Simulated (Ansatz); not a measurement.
Crystal: Si2Mo.

```
CELL_PARAMETERS angstrom
4.58547 0.00000 0.00000
-2.29274 3.97113 0.00000
0.00000 0.00000 6.57976
ATOMIC_POSITIONS crystal
Mo 0.50000 0.50000 0.83333
Mo 0.00000 0.50000 0.16667
Mo 0.50000 0.00000 0.50000
Si 0.16387 0.32775 0.50000
Si 0.67225 0.83613 0.16667
Si 0.83613 0.16387 0.83333
Si 0.83613 0.67225 0.50000
Si 0.32775 0.16387 0.16667
Si 0.16387 0.83613 0.83333
```

Measurements of this composition are mostly on another form, of space group No. 139.

Base run:

```yaml
Program: Ansatz 0.2.0
Functional: PBEsol
Potentials_or_basis: Ansatz PAW
Cutoff: "420 eV (not typed: the program's choice for these potentials)"
k_mesh: 7 × 7 × 4
Occupations: fermi-dirac, width 0.05 eV
Spin: no spin polarisation
```

Its results: band gap on the k mesh 0.26 eV, indirect (least direct gap 0.62 eV); pressure -1.5 GPa.

Question: The run is repeated on the same cell with these changes: functional from PBEsol to r2SCAN; cutoff from 420 eV (not typed: the program's choice for these potentials) to 500 eV (not typed: the program's choice for these potentials). What comes out?

Answer: Band gap on the k mesh 0.37 eV, indirect (least direct gap 0.78 eV); pressure -0.2 GPa.

r2SCAN gives the wider gap, since meta-GGAs in the generalised Kohn-Sham scheme recover part of the derivative discontinuity.

Caveats: the k mesh misses the band edges, so the gap on the mesh is wider than the one along the path; the PAW data sets come from PBE, with cores solved anew for the run's functional, which leaves a small shift of forces and pressure.
